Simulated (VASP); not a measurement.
# Cr (Im-3m) in VASP: reference runs, part 2 of 3

VASP 6.6.1. Earlier steps stand in the parts before.

## Step 3: Single point, PBE, collinear spin, ferromagnetic start (cell strained at random at fixed volume)

INCAR reads:

```
SYSTEM = Cr
ALGO     = Normal         ! electronic algorithm
EDIFF    = 1E-7           ! SCF threshold, eV
ENCUT    = 520            ! plane-wave cutoff, eV
GGA      = PE             ! functional
ISIF     = 2              ! what is computed and relaxed
ISMEAR   = -1             ! smearing method
ISPIN    = 2              ! spin polarisation
LASPH    = .TRUE.         ! aspherical terms in the spheres
LCHARG   = .FALSE.        ! write CHGCAR
LMAXMIX  = 4              ! l up to which the mixer works
LORBIT   = 11             ! projections on sites
LREAL    = .FALSE.        ! projectors in reciprocal space
LWAVE    = .FALSE.        ! write WAVECAR
MAGMOM   = 3              ! initial moments
NBANDS   = 16             ! bands
NELM     = 150            ! most SCF steps
PREC     = Accurate       ! precision mode
SIGMA    = 0.05           ! smearing width, eV
```

KPOINTS reads:

```
k-points
0
G
  12 12 12
  0 0 0
```

POSCAR reads:

```
Cr
1.0
   -1.4806240000      1.4726660000      1.4227520000
    1.5490710000     -1.4964210000      1.5149530000
    1.4669230000      1.4827200000     -1.4465060000
Cr
1
Direct
    0.0065450000     -0.0049150000     -0.0232640000
```

Potentials or basis: VASP PAW PBE potentials, release 64 (Cr_pv).

The run is started by

```sh
> cat potpaw_PBE.64/Cr_pv/POTCAR > POTCAR
> mpirun -np 1 vasp_std > vasp.out
```

OUTCAR:

```text
SYSTEM = Cr
   EDIFF = 1E-7
   ENCUT = 520
   GGA = PE
   ISIF = 2
   ISMEAR = -1
   ISPIN = 2
   LASPH = .TRUE.
   LORBIT = 11
   LREAL = .FALSE.
   NELM = 150
   PREC = Accurate

 ion  position               nearest neighbor table
   1  0.007  0.995  0.977-

  LATTYP: Found a triclinic cell.
 ALAT       =     6.6614626849
 B/A-ratio  =     0.6369468708
 C/A-ratio  =     0.3810345868
 COS(alpha) =     0.0084834327
 COS(beta)  =     0.2654080466
 COS(gamma) =     0.9489451657

  Lattice vectors:

 A1 = (   3.0433960000,  -5.9244730000,   0.1159550000)
 A2 = (   3.0296950000,  -2.9690870000,   0.0922010000)
 A3 = (  -1.4669230000,  -1.4827200000,   1.4465060000)

Analysis of symmetry for initial positions (statically):
=====================================================================
 Subroutine PRICEL returns:
 Original cell was already a primitive cell.

 Routine SETGRP: Setting up the symmetry group for a
 triclinic supercell.

 Subroutine GETGRP returns: Found  2 space group operations
 (whereof  1 operations were pure point group operations)
 out of a pool of  2 trial point group operations.

The static configuration has the point symmetry C_1 .
 The point group associated with its full space group is S_2 .

Analysis of symmetry for dynamics (positions and initial velocities):
=====================================================================
 Subroutine PRICEL returns:
 Original cell was already a primitive cell.

 Routine SETGRP: Setting up the symmetry group for a
 triclinic supercell.

 Subroutine GETGRP returns: Found  2 space group operations
 (whereof  1 operations were pure point group operations)
 out of a pool of  2 trial point group operations.

The dynamic configuration has the point symmetry C_1 .
 The point group associated with its full space group is S_2 .

Analysis of structural, dynamic, and magnetic symmetry:
=====================================================================
 Subroutine PRICEL returns:
 Original cell was already a primitive cell.
[... 178 lines left out ...]
  ---------------------------------------------------
  free energy    TOTEN  =        -9.37524762 eV

  energy without entropy =       -9.36970946  energy(sigma->0) =       -9.37247854

 E-fermi :   9.2546     XC(G=0): -12.9629

 val. band max:        9.2524334050   @ k =   0.3333  -0.3333   0.2500
 cond. band min:       9.2552552074   @ k =  -0.0833   0.1667  -0.0000
 fundamental gap:      0.0028218024
 Fermi energy:         9.2546181396

 spin component 1

 k-point     1 :       0.0000    0.0000    0.0000
  band No.  band energies     occupation
      1     -33.6182      1.00000
      2     -33.5701      1.00000
      3     -33.5395      1.00000
      4       1.9070      1.00000
      5       8.2872      1.00000
      6       8.4540      1.00000
[... 739 lines left out ...]
      5       7.7304      1.00000
      6       8.0237      1.00000
[... 8 lines left out ...]
     15      36.1365      0.00000
     16      37.3678      0.00000

 [... further k-points ...]

 spin component 2

 k-point     1 :       0.0000    0.0000    0.0000
  band No.  band energies     occupation
      1     -33.6183      1.00000
      2     -33.5701      1.00000
      3     -33.5395      1.00000
      4       1.9070      1.00000
      5       8.2871      1.00000
      6       8.4539      1.00000
[... 739 lines left out ...]
      5       7.7304      1.00000
      6       8.0237      1.00000
[... 8 lines left out ...]
     15      36.1365      0.00000
     16      37.3678      0.00000

 [... further k-points ...]

------------------------ aborting loop because EDIFF is reached ----------------------------------------

 total charge

# of ion       s       p       d       tot
------------------------------------------
    1        0.397   6.329   4.091  10.817

 magnetization (x)

# of ion       s       p       d       tot
------------------------------------------
    1        0.000  -0.000  -0.000  -0.000

  FORCE on cell =-STRESS in cart. coord.  units (eV):
  Direction    XX          YY          ZZ          XY          YZ          ZX
  --------------------------------------------------------------------------------------
  -------------------------------------------------------------------------------------
  Total       -2.3312075     -1.9288679     -1.8000670      0.0219862      0.0768189     -0.2219712
  in kB     -285.4532530   -236.1873052   -220.4158142      2.6921823      9.4063756    -27.1800814
  external PRESSURE =    -247.3521241 kB  Pullay stress =       0.0000000 kB

 VOLUME and BASIS-vectors are now :
 -----------------------------------------------------------------------------
  energy-cutoff  :      520.00
  volume of cell :       13.08
      direct lattice vectors                 reciprocal lattice vectors
    -1.480624000  1.472666000  1.422752000    -0.006241681  0.341095667  0.343305387
     1.549071000 -1.496421000  1.514953000     0.324029890  0.004177763  0.332885831
     1.466923000  1.482720000 -1.446506000     0.333223429  0.339869767 -0.005015663

 POSITION                                       TOTAL-FORCE (eV/Angst)
 -----------------------------------------------------------------------------------
      2.96456     -0.03120      0.10396         0.000000      0.000000      0.000000
 -----------------------------------------------------------------------------------
    total drift:                                0.000053      0.000025     -0.000033

  FREE ENERGIE OF THE ION-ELECTRON SYSTEM (eV)
  ---------------------------------------------------
  free  energy   TOTEN  =        -9.3752476240 eV

  energy  without entropy=       -9.3697094567  energy(sigma->0) =       -9.37247854

 total charge

# of ion       s       p       d       tot
------------------------------------------
    1        0.397   6.329   4.091  10.817

 magnetization (x)

# of ion       s       p       d       tot
------------------------------------------
    1        0.000  -0.000  -0.000  -0.000
```

It took 4.8 min on 1 thread of Intel Xeon Platinum 8488C (Sapphire Rapids), shared host; peak memory 0.36 GiB.

Results:

```
Free energy                                           : -9.3752 eV
Pressure                                              : -24.7 GPa
Band gap on the k mesh                                : none (metal or under the smearing width)
Net moment                                            : 0.00 μB per cell
Valence electrons inside the program's atomic spheres : Cr 10.82
```

Levels at points of the mesh, in eV from the Fermi level:
Spin up:
| k point | band 4 | band 5 | band 6 | band 7 | band 8 | band 9 |
| --- | --- | --- | --- | --- | --- | --- |
| (0.00, 0.00, 0.00) | -7.35 | -0.97 | -0.80 | -0.45 | 0.96 | 1.12 |
| (0.50, 0.00, 0.00) | -3.80 | -2.13 | 1.08 | 1.17 | 1.30 | 2.46 |
| (0.00, 0.50, 0.00) | -3.83 | -2.07 | 0.49 | 1.06 | 1.44 | 2.28 |
| (0.50, 0.50, 0.00) | -3.80 | -1.95 | 0.75 | 0.93 | 1.28 | 2.36 |
| (0.00, 0.00, 0.50) | -3.80 | -1.93 | 0.89 | 0.90 | 1.24 | 2.42 |
| (0.50, 0.00, 0.50) | -3.79 | -1.91 | 0.82 | 1.16 | 1.27 | 2.53 |
| (0.00, 0.50, 0.50) | -3.81 | -2.18 | 0.90 | 1.15 | 1.39 | 2.37 |
| (0.50, 0.50, 0.50) | -3.59 | -3.53 | 1.86 | 2.11 | 2.29 | 7.09 |
Spin down:
| k point | band 4 | band 5 | band 6 | band 7 | band 8 | band 9 |
| --- | --- | --- | --- | --- | --- | --- |
| (0.00, 0.00, 0.00) | -7.35 | -0.97 | -0.80 | -0.45 | 0.96 | 1.12 |
| (0.50, 0.00, 0.00) | -3.80 | -2.13 | 1.08 | 1.17 | 1.30 | 2.46 |
| (0.00, 0.50, 0.00) | -3.83 | -2.07 | 0.49 | 1.06 | 1.44 | 2.28 |
| (0.50, 0.50, 0.00) | -3.80 | -1.95 | 0.75 | 0.93 | 1.28 | 2.36 |
| (0.00, 0.00, 0.50) | -3.80 | -1.93 | 0.89 | 0.90 | 1.24 | 2.42 |
| (0.50, 0.00, 0.50) | -3.79 | -1.91 | 0.82 | 1.16 | 1.27 | 2.53 |
| (0.00, 0.50, 0.50) | -3.81 | -2.18 | 0.90 | 1.15 | 1.39 | 2.37 |
| (0.50, 0.50, 0.50) | -3.59 | -3.53 | 1.86 | 2.11 | 2.29 | 7.09 |

Caveat: the starting moments collapsed, and a magnetic state may lie lower.

## Step 4: Single point, PBE, collinear spin, ferromagnetic start

INCAR reads:

```
SYSTEM = Cr
ALGO = Normal ; EDIFF = 1E-7
ENCUT = 520 ; GGA = PE
ISIF = 2 ; ISMEAR = -1
ISPIN = 2 ; LASPH = .True.
LCHARG = .False. ; LMAXMIX = 4
LORBIT = 11 ; LREAL = .False.
LWAVE = .False. ; MAGMOM = 3
NBANDS = 16 ; NELM = 150
PREC = Accurate ; SIGMA = 0.05
```

KPOINTS reads:

```
k-points
0
Gamma
  12 12 12
  0 0 0
```

POSCAR reads:

```
Cr
1.0
   -1.4844496776      1.4844496776      1.4844496776
    1.4844496776     -1.4844496776      1.4844496776
    1.4844496776      1.4844496776     -1.4844496776
Cr
1
Direct
    0.0000000000      0.0000000000      0.0000000000
```

The run is started by

```sh
> cat potpaw_PBE.64/Cr_pv/POTCAR > POTCAR
> mpirun -np 1 vasp_std > vasp.out
```

It took 22 s on 1 thread of Intel Xeon Platinum 8488C (Sapphire Rapids), shared host; peak memory 0.14 GiB.

Results (log left out):

```
Free energy                                           : -9.3847 eV
Pressure                                              : -25.1 GPa
Band gap on the k mesh                                : none (metal or under the smearing width)
Net moment                                            : 0.00 μB per cell
Valence electrons inside the program's atomic spheres : Cr 10.81
```

Levels at points of the mesh, in eV from the Fermi level:
Spin up:
```
           k point  band 4  band 5  band 6  band 7  band 8  band 9
(0.00, 0.00, 0.00)   -7.35   -0.72   -0.72   -0.72    1.03    1.03
(0.50, 0.00, 0.00)   -3.80   -2.02    0.90    1.00    1.29    2.42
(0.50, 0.50, 0.50)   -3.56   -3.56    2.09    2.09    2.09    7.10
```
Spin down:
```tsv
k point	band 3	band 4	band 5	band 6	band 7	band 8	band 9	band 10
(0.00, 0.00, 0.00)	-42.82	-7.35	-0.72	-0.72	-0.72	1.03	1.03	7.11
(0.50, 0.00, 0.00)	-42.83	-3.80	-2.02	0.90	1.00	1.29	2.42	7.10
(0.50, 0.50, 0.50)	-43.25	-3.56	-3.56	2.09	2.09	2.09	7.10	9.59
```

Caveat: the starting moments collapsed, and a magnetic state may lie lower; so large a pressure means that the cell lies far from this level's equilibrium, or that cutoff or potentials fall short.

(Part 2 of 3 ends here.)
